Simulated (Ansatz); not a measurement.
Input and command of a plane-wave DFT calculation in Ansatz:

```yaml
crystal:
  lattice:
    - [4.9691382282, 0.0, 0.0]
    - [0.0, 4.4762235461, 0.0]
    - [0.0, 0.0, 3.1900194031]
  atoms:
    - { symbol: Sn, position: [0.5, 0.5, 0.5] }
    - { symbol: Sn, position: [0.0, 0.0, 0.0] }
    - { symbol: O, position: [0.3055669669, 0.3065721211, 0.0] }
    - { symbol: O, position: [0.8055669669, 0.1934278789, 0.5] }
    - { symbol: O, position: [0.1944330331, 0.8065721211, 0.5] }
    - { symbol: O, position: [0.6944330331, 0.6934278789, 0.0] }
basis:
  ecutwfc: 420
kpoints:
  mp_grid: { grid: [6, 6, 8] }
hamiltonian:
  xc: lda
scf:
  occupations: { method: gaussian, width: 0.05 }
output:
  forces: true
  stress: true
  eigenvalues: true
  write_density: true
  write_potential: true
  elf: true
  volumetric_format: npy
```

```bash
ansatz run input.yaml --threads 1 --pin off --max-ram 2560MiB --backend cpu --events-out ev --progress --plain --runs-dir out
```

Processor: Intel(R) Xeon(R) Processor @ 2.50GHz (Skylake/Cascade Lake), 1 thread, on a host shared with other jobs.

**Question.** Estimate time, memory and problem size.

**Answer.** About 24 s on 1 thread of Intel(R) Xeon(R) Processor @ 2.50GHz (Skylake/Cascade Lake), on a shared host, peak memory 0.43 GiB. It solves 32 bands at 80 k points (the mesh reduced by the symmetry that the task leaves, which can be less than the crystal's) with about 1389 plane waves, in 6 SCF iterations.
